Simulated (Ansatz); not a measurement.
**CuO under changes of volume**

One of the cells (11.218 Å³/atom); the others are scaled copies at fixed shape and fractional positions:

```
CELL_PARAMETERS angstrom
4.16094 0.00000 0.00000
0.00000 4.16094 0.00000
0.00000 0.00000 3.88764
ATOMIC_POSITIONS crystal
Cu 0.50000 0.00000 0.50000
Cu 0.00000 0.50000 0.50000
Cu 0.00000 0.00000 0.00000
O 0.00000 0.00000 0.50000
O 0.50000 0.00000 0.00000
O 0.00000 0.50000 0.00000
```

Measurements of this composition are mostly on another form, of space group No. 15.

| Item | Value |
| --- | --- |
| Program | Ansatz 0.2.0 |
| Functional | PBE |
| Potentials or basis | all-electron LAPW, scalar-relativistic |
| Cutoff | 443 eV (chosen from the basis error) |
| Basis error allowed | 0.001 eV/atom |
| k mesh | 7 × 7 × 7 |
| Occupations | fermi-dirac, width 0.05 eV |
| Spin | no spin polarisation |

```csv
volume (Å³/atom),energy over the lowest point (meV/atom),pressure (GPa)
10.545,28.49,12.4
10.769,14.04,8.4
10.994,4.84,4.9
11.218,?,?
11.442,0.00,-1.1
11.667,3.40,-3.6
11.891,10.14,-5.9
```

Q: What does the run at 11.218 Å³/atom give?

A: Energy over the lowest point 0.32 meV/atom; pressure 1.7 GPa.

Worked out: A Birch-Murnaghan fit of order 3 (a polynomial in V^(-2/3)) to the other rows has its minimum at 11.35 Å³/atom with B0 = V·E''(V) = 141 GPa and B' = 4.7 at fixed shape and positions, which overstates the stiffness. It gives 0.33 meV/atom at 11.218 Å³/atom, against the run's 0.32, and -dE/dV = 1.7 GPa, against 1.7.

Energies are extrapolated to zero smearing.

Caveats: an odd number of electrons without spin polarisation forces a metal; a magnetic or distorted state may lie lower; the run has no spin polarisation, though such a crystal can be magnetic.
